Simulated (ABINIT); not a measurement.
# Pt (Im-3m) in ABINIT: a series of runs

One crystal, Pt, is run at these levels: PBEsol; tasks: band structure.

Everything below comes from runs of ABINIT 10.8.3 (patched build). Logs are shortened: lines on timing, memory, paths and dates and some standing lists are left out, and cuts for length are marked. The log counts tension as positive stress, the text compression.

## Step 1: Starting point

It takes space group Im-3m (No. 229, cubic). Conventional cell: a = 3.168 Å, b = 3.168 Å, c = 3.168 Å, α = 90.00°, β = 90.00°, γ = 90.00°. Around Pt (site symmetry m-3m) lie 8 Pt at 2.74 Å.

This isn't the form of Pt at room conditions, which is fcc.

## Step 2: Band structure, PBEsol

The input, run.abi:

```
# Datasets: ground state, then fixed potential
ndtset 2

# Pseudopotentials
pp_dirpath "./"
pseudos "Pt.GGA_PBE-JTH.xml"

# Structure
acell 5.1853131122 5.1853131122 5.1853131122
rprim
    -0.5773502692     0.5773502692     0.5773502692
     0.5773502692    -0.5773502692     0.5773502692
     0.5773502692     0.5773502692    -0.5773502692
ntypat 1
znucl 78
natom 1
typat 1
xred
     0.0000000000     0.0000000000     0.0000000000

# Plane-wave basis
ecut 16.0
pawecutdg 32.0
pawxcdev 0

# Exchange and correlation
ixc -116133

# Bands and occupations
occopt 3
tsmear 0.00183747

# SCF cycle
nstep 100

# Output
iomode 3
prtwf 0
prteig 0
prtebands 0
enunit 1
prtden1 1
prtvha1 1
prtvclmb1 1
prtpot1 1

# Dataset 1
kptopt1 1
ngkpt1 12 12 12
nshiftk1 1
shiftk1 0.0 0.0 0.0
nband1 9
tolvrs1 1.0e-9

# Dataset 2: bands along G-H-N-G-P-H
iscf2 -2
getden2 1
nband2 15
nbdbuf2 4
tolwfr2 1.0e-11
kptopt2 -5
ndivsm2 5
prteig2 1
kptbounds2
     0.0000000000     0.0000000000     0.0000000000
     0.5000000000    -0.5000000000     0.5000000000
     0.0000000000     0.0000000000     0.5000000000
     0.0000000000     0.0000000000     0.0000000000
     0.2500000000     0.2500000000     0.2500000000
     0.5000000000    -0.5000000000     0.5000000000
```

Potentials or basis: JTH PAW PBE v2.0.

The run is started by

```console
$ abinit run.abi > log 2>&1
```

run.abo:

```text
.Version 10.8.3 of ABINIT
 DATASET    1 : space group Im -3 m (#229); Bravais cI (body-center cubic)
================================================================================
 Values of the parameters that define the memory need for DATASET  1.
     intxc =       0    ionmov =       0      iscf =      17    lmnmax =      18
     lnmax =       6     mgfft =      20  mpssoang =       3    mqgrid =    3001
     natom =       1  nloc_mem =       2    nspden =       1   nspinor =       1
    nsppol =       1      nsym =      48    n1xccc =       1    ntypat =       1
    occopt =       3   xclevel =       2
       mpw =         341          nfft =        8000          nkpt =          72
 PAW method is used; the additional fine FFT grid is defined by:
   mgfftf=        30    nfftf =     27000
================================================================================
================================================================================

 DATASET    2 : space group Im -3 m (#229); Bravais cI (body-center cubic)
================================================================================
 Values of the parameters that define the memory need for DATASET  2.
     intxc =       0    ionmov =       0      iscf =      -2    lmnmax =      18
     lnmax =       6     mgfft =      20  mpssoang =       3    mqgrid =    3001
     natom =       1  nloc_mem =       2    nspden =       1   nspinor =       1
    nsppol =       1      nsym =      48    n1xccc =       1    ntypat =       1
    occopt =       3   xclevel =       2
       mpw =         370          nfft =        8000          nkpt =          30
 PAW method is used; the additional fine FFT grid is defined by:
   mgfftf=        30    nfftf =     27000
================================================================================
================================================================================

--------------------------------------------------------------------------------
------------- Echo of variables that govern the present computation ------------
--------------------------------------------------------------------------------
 -outvars: echo values of preprocessed input variables --------
            acell      5.1853131122E+00  5.1853131122E+00  5.1853131122E+00 Bohr
              amu      1.95080000E+02
             ecut      1.60000000E+01 Hartree
           enunit           1
           getden1          0
           getden2          1
             iscf1         17
             iscf2         -2
                       outvar_i_n : Printing only first  50 k-points.
              ixc     -116133
           jdtset        1    2
                       outvar_i_n : Printing only first  50 k-points.
           kptopt1          1
           kptopt2         -5
         kptrlatt       12    0    0      0   12    0      0    0   12
          kptrlen1     6.22237573E+01
          kptrlen2     3.00000000E+01
            natom           1
            nband1          9
            nband2         15
           nbdbuf1          0
           nbdbuf2          4
           ndtset           2
           ndivsm1          0
           ndivsm2          5
            ngfft          20      20      20
          ngfftdg          30      30      30
             nkpt1         72
             nkpt2         30
            nstep         100
             nsym          48
           ntypat           1
                       prtocc : prtvol=0, do not print more k-points.
           occopt           3
        pawecutdg      3.20000000E+01 Hartree
         pawxcdev           0
        prtebands           0
           prteig1          0
           prteig2          1
           prtpot1          1
           prtpot2          0
         prtvclmb1          1
         prtvclmb2          0
           prtvha1          1
           prtvha2          0
            prtwf           0
            rprim     -5.7735026920E-01  5.7735026920E-01  5.7735026920E-01
                       5.7735026920E-01 -5.7735026920E-01  5.7735026920E-01
                       5.7735026920E-01  5.7735026920E-01 -5.7735026920E-01
           shiftk1     0.00000000E+00  0.00000000E+00  0.00000000E+00
           shiftk2     5.00000000E-01  5.00000000E-01  5.00000000E-01
          spgroup         229
[... 214 lines left out ...]
- sigma(2 2)=  1.00659744E+01  sigma(3 1)=  0.00000000E+00
- sigma(3 3)=  1.00659744E+01  sigma(2 1)=  0.00000000E+00

================================================================================
== DATASET  2 ==================================================================

--- !DatasetInfo
iteration_state: {dtset: 2, }
dimensions: {natom: 1, nkpt: 30, mband: 15, nsppol: 1, nspinor: 1, nspden: 1, mpw: 370, }
cutoff_energies: {ecut:  16.0, pawecutdg:  32.0, }
electrons: {nelect:   1.00000000E+01, charge:   0.00000000E+00, occopt:   3.00000000E+00, tsmear:   1.83747000E-03, }
meta: {optdriver: 0, ionmov: 0, optcell: 0, iscf: -2, paral_kgb: 0, }
...

 mkfilename : getden/=0, take file _DEN from output of DATASET   1.

 Real(R)+Recip(G) space primitive vectors, cartesian coordinates (Bohr,Bohr^-1):
 R(1)= -2.9937419  2.9937419  2.9937419  G(1)=  0.0000000  0.1670151  0.1670151
 R(2)=  2.9937419 -2.9937419  2.9937419  G(2)=  0.1670151  0.0000000  0.1670151
 R(3)=  2.9937419  2.9937419 -2.9937419  G(3)=  0.1670151  0.1670151  0.0000000
 Unit cell volume ucvol=  1.0732554E+02 bohr^3
 Angles (23,13,12)=  1.09471221E+02  1.09471221E+02  1.09471221E+02 degrees

 Coarse grid specifications (used for wave-functions):

 getcut: wavevector=  0.0000  0.0000  0.0000  ngfft=  20  20  20
         ecut(hartree)=     16.000   => boxcut(ratio)=   2.14740

 Fine grid specifications (used for densities):

 getcut: wavevector=  0.0000  0.0000  0.0000  ngfft=  30  30  30
         ecut(hartree)=     32.000   => boxcut(ratio)=   2.27199

 getcut : COMMENT -
  Note that boxcut > 2.2 ; recall that boxcut=Gcut(box)/Gcut(sphere) = 2
  is sufficient for exact treatment of convolution.
  Such a large boxcut is a waste : you could raise ecut
  e.g. ecut=   41.295459 Hartrees makes boxcut=2

--------------------------------------------------------------------------------

================================================================================
 Non-SCF case, kpt    1 (  0.00000  0.00000  0.00000), residuals and eigenvalues=
  2.44E-12  4.24E-12  7.43E-12  5.93E-12  4.29E-12  7.77E-12  6.09E-12  9.39E-12
  5.91E-12  8.75E-12  9.63E-12  2.63E-12  7.25E-12  4.85E-12  6.91E-09
 -5.3263E-02  1.6927E-01  1.6927E-01  1.6927E-01  2.6052E-01  2.6052E-01
  9.5339E-01  9.5339E-01  9.5339E-01  1.2886E+00  1.2886E+00  1.3042E+00
  1.3042E+00  1.3042E+00  1.5514E+00
 Non-SCF case, kpt    2 (  0.07143 -0.07143  0.07143), residuals and eigenvalues=
  7.85E-12  6.45E-12  5.77E-12  8.60E-12  6.92E-12  5.58E-12  9.01E-12  7.25E-12
  5.34E-12  5.76E-12  9.91E-12  1.05E-10  1.70E-08  1.75E-05  7.14E-04
 -3.8221E-02  1.6966E-01  1.6966E-01  1.7527E-01  2.4858E-01  2.6495E-01
  9.4974E-01  9.7389E-01  9.7389E-01  1.1225E+00  1.2584E+00  1.2584E+00
  1.3298E+00  1.4183E+00  1.5614E+00
 Non-SCF case, kpt    3 (  0.14286 -0.14286  0.14286), residuals and eigenvalues=
[... 153 lines left out ...]
  5.8543E-01  5.8543E-01  9.9732E-01  1.0122E+00  1.0122E+00  1.3043E+00
  1.4360E+00  1.6571E+00  1.6571E+00
 Non-SCF case, kpt   29 (  0.45833 -0.37500  0.45833), residuals and eigenvalues=
  4.07E-12  7.58E-12  8.06E-12  4.93E-12  4.43E-12  5.56E-12  8.55E-13  8.50E-12
  9.26E-12  5.41E-12  5.06E-12  6.09E-12  9.18E-12  1.11E-08  2.47E-08
  8.3785E-02  8.3785E-02  2.7252E-01  3.0747E-01  3.0747E-01  5.6078E-01
  5.8270E-01  5.8270E-01  8.4226E-01  9.9298E-01  9.9298E-01  1.3189E+00
  1.5571E+00  1.6820E+00  1.6820E+00
 Non-SCF case, kpt   30 (  0.50000 -0.50000  0.50000), residuals and eigenvalues=
  6.10E-12  5.59E-12  3.39E-12  6.05E-12  9.10E-12  4.49E-12  7.24E-12  8.14E-12
  5.81E-12  5.67E-12  6.94E-12  8.20E-12  1.43E-11  1.50E-10  1.72E-09
  7.5033E-02  7.5033E-02  3.1502E-01  3.1502E-01  3.1502E-01  5.7914E-01
  5.7914E-01  5.7914E-01  7.5965E-01  9.8918E-01  9.8918E-01  1.3083E+00
  1.6862E+00  1.6862E+00  1.6862E+00

--- !ResultsGS
iteration_state: {dtset: 2, }
comment   : Summary of ground state results
lattice_vectors:
- [ -2.9937419,   2.9937419,   2.9937419, ]
- [  2.9937419,  -2.9937419,   2.9937419, ]
- [  2.9937419,   2.9937419,  -2.9937419, ]
lattice_lengths: [   5.18531,    5.18531,    5.18531, ]
lattice_angles: [109.471, 109.471, 109.471, ] # degrees, (23, 13, 12)
lattice_volume:   1.0732554E+02
convergence: {deltae:  0.000E+00, res2:  0.000E+00, residm:  9.965E-12, diffor:  0.000E+00, }
etotal    :  -2.70644290E+01
entropy   :   0.00000000E+00
fermie    :   2.93569553E-01
cartesian_stress_tensor: null
pressure_GPa: null
xred      :
- [  0.0000E+00,   0.0000E+00,   0.0000E+00, Pt]
cartesian_forces: null
force_length_stats: {min: null, max: null, mean: null, }
...

 Integrated electronic density in atomic spheres:
 ------------------------------------------------
 Atom  Sphere_radius  Integrated_density
    1        2.51622          8.55597340

================================================================================

 ----iterations are completed or convergence reached----

 Mean square residual over all n,k,spin=   62.163E-13; max=  99.646E-13
 reduced coordinates (array xred) for    1 atoms
       0.000000000000      0.000000000000      0.000000000000

 cartesian coordinates (angstrom) at end:
    1      0.00000000000000     0.00000000000000     0.00000000000000
 length scales=  5.185313112200  5.185313112200  5.185313112200 bohr
              =  2.743949528511  2.743949528511  2.743949528511 angstroms
 Eigenvalues (   eV  ) for nkpt=  30  k points:
 kpt#   1, nband= 15, wtk=  1.00000, kpt=  0.0000  0.0000  0.0000 (reduced coord)
  -1.44936    4.60604    4.60604    4.60604    7.08909    7.08909   25.94308   25.94308
  25.94308   35.06344   35.06344   35.48880   35.48880   35.48880   42.21485
 kpt#   2, nband= 15, wtk=  1.00000, kpt=  0.0714 -0.0714  0.0714 (reduced coord)
  -1.04006    4.61666    4.61666    4.76946    6.76415    7.20969   25.84371   26.50092
  26.50092   30.54499   34.24318   34.24318   36.18663   38.59346   42.48779
 kpt#   3, nband= 15, wtk=  1.00000, kpt=  0.1429 -0.1429  0.1429 (reduced coord)
   0.10907    4.71454    4.71454    5.24139    5.91185    7.49599   25.74896   26.28066
  27.51538   27.51538   32.14595   32.14595   39.20399   39.92682   40.92755
 kpt#   4, nband= 15, wtk=  1.00000, kpt=  0.2143 -0.2143  0.2143 (reduced coord)
   1.68977    4.80463    5.04106    5.04106    5.96401    7.82784   23.45892   25.86437
  25.97404   25.97404   33.11141   33.11141   39.54155   39.67887   42.51975
 kpt#   5, nband= 15, wtk=  1.00000, kpt=  0.2857 -0.2857  0.2857 (reduced coord)
   2.88004    3.70916    5.71239    5.71239    6.83257    8.60868   22.45331   22.71587
  22.71587   26.16774   35.17002   36.48944   36.48944   38.11123   42.26334
 kpt#   6, nband= 15, wtk=  1.00000, kpt=  0.3571 -0.3571  0.3571 (reduced coord)
   2.81588    2.85175    6.74362    6.74362    7.68875   10.71745   19.48430   19.48430
[... 59 lines left out ...]
   2.78446    4.19550    4.19550    7.31625    7.31625   13.57894   15.69761   15.69761
  24.56626   31.05075   31.05075   39.41657   41.63066   41.66731   41.66733
 kpt#  27, nband= 15, wtk=  1.00000, kpt=  0.3750 -0.1250  0.3750 (reduced coord)
   3.53719    3.70254    3.70254    7.46880    7.46880   14.09783   15.77552   15.77552
  28.20644   28.86896   28.86896   35.62076   39.69344   43.69217   43.69217
 kpt#  28, nband= 15, wtk=  1.00000, kpt=  0.4167 -0.2500  0.4167 (reduced coord)
   2.91782    2.91782    5.25378    7.90117    7.90117   14.64247   15.93029   15.93029
  27.13843   27.54403   27.54403   35.49191   39.07685   45.09278   45.09280
 kpt#  29, nband= 15, wtk=  1.00000, kpt=  0.4583 -0.3750  0.4583 (reduced coord)
   2.27991    2.27991    7.41561    8.36665    8.36665   15.25954   15.85601   15.85601
  22.91913   27.02043   27.02043   35.88796   42.36996   45.77072   45.77072
 kpt#  30, nband= 15, wtk=  1.00000, kpt=  0.5000 -0.5000  0.5000 (reduced coord)
   2.04176    2.04176    8.57217    8.57217    8.57217   15.75926   15.75926   15.75926
  20.67104   26.91687   26.91687   35.59976   45.88351   45.88351   45.88351

== END DATASET(S) ==============================================================
================================================================================

 -outvars: echo values of variables after computation  --------
            acell      5.1853131122E+00  5.1853131122E+00  5.1853131122E+00 Bohr
           etotal1    -2.7064429028E+01
            fcart1    -0.0000000000E+00 -0.0000000000E+00 -0.0000000000E+00
            rprim     -5.7735026920E-01  5.7735026920E-01  5.7735026920E-01
                       5.7735026920E-01 -5.7735026920E-01  5.7735026920E-01
                       5.7735026920E-01  5.7735026920E-01 -5.7735026920E-01
           strten1     3.4213551682E-04  3.4213551682E-04  3.4213551682E-04
                       0.0000000000E+00  0.0000000000E+00  0.0000000000E+00
 Calculation completed.
```

It took 17 s on 1 thread of Intel Xeon 6975P-C (Granite Rapids), shared host; peak memory 0.1 GiB.

What came out:

```yaml
Free_energy: -736.4606 eV
Pressure: -10.1 GPa
Band_gap_on_the_k_mesh: none (metal or under the smearing width)
Valence_electrons_inside_the_program's_atomic_spheres: Pt 8.56 (radii [1.3315] Å)
```

Levels at the corners of the path, in eV from the Fermi level:
| point | band 3 | band 4 | band 5 | band 6 | band 7 | band 8 |
| --- | --- | --- | --- | --- | --- | --- |
| Γ | -3.38 | -3.38 | -0.90 | -0.90 | 17.95 | 17.95 |
| H | 0.58 | 0.58 | 0.58 | 7.77 | 7.77 | 7.77 |
| N | -1.09 | -0.58 | 0.29 | 1.10 | 6.27 | 13.72 |
| Γ | -3.38 | -3.38 | -0.90 | -0.90 | 17.95 | 17.95 |
| P | -4.19 | -0.51 | -0.51 | 4.82 | 9.42 | 9.42 |
| H | 0.58 | 0.58 | 0.58 | 7.77 | 7.77 | 7.77 |

Caveat: the PAW data sets were made with another functional, which shifts forces and pressure a little; spin-orbit coupling is left out, which moves the levels of the heavy elements.

## Step 3: Band structure, PBEsol, spin-orbit coupling, no magnetisation

Changes to run.abi since step 2:

```diff
@@ -32,2 +32,7 @@
 
+# Spin
+nspinor 2
+nspden 1
+pawspnorb 1
+
 # SCF cycle
@@ -47,3 +52,3 @@
 # Dataset 1
-kptopt1 1
+kptopt1 4
 ngkpt1 12 12 12
@@ -51,3 +56,3 @@
 shiftk1 0.0 0.0 0.0
-nband1 9
+nband1 18
 tolvrs1 1.0e-9
@@ -57,4 +62,4 @@
 getden2 1
-nband2 15
-nbdbuf2 4
+nband2 30
+nbdbuf2 8
 tolwfr2 1.0e-11
```

Potentials or basis: JTH PAW PBE v2.0.

The run is started by

```console
$ abinit run.abi > log 2>&1
```

Wall time 59 s (1 thread of Intel Xeon 6975P-C (Granite Rapids), shared host); peak memory 0.11 GiB.

Results (log left out):

| Quantity | Value |
| --- | --- |
| Free energy | -736.8810 eV |
| Pressure | -9.8 GPa |
| Band gap on the k mesh | none (metal or under the smearing width) |
| Valence electrons inside the program's atomic spheres | Pt 8.55 (radii [1.3315] Å) |

Levels at the corners of the path, in eV from the Fermi level:
| point | band 8 | band 9 | band 10 | band 11 | band 12 | band 13 |
| --- | --- | --- | --- | --- | --- | --- |
| Γ | -2.96 | -0.84 | -0.84 | -0.84 | -0.84 | 17.87 |
| H | 0.16 | 1.19 | 1.19 | 5.83 | 5.83 | 8.49 |
| N | -0.67 | 0.06 | 0.06 | 1.13 | 1.13 | 6.23 |
| Γ | -2.96 | -0.84 | -0.84 | -0.84 | -0.84 | 17.87 |
| P | -0.55 | -0.55 | -0.55 | 4.74 | 4.74 | 8.64 |
| H | 0.16 | 1.19 | 1.19 | 5.83 | 5.83 | 8.49 |

Caveat: the PAW data sets were made with another functional, which shifts forces and pressure a little.
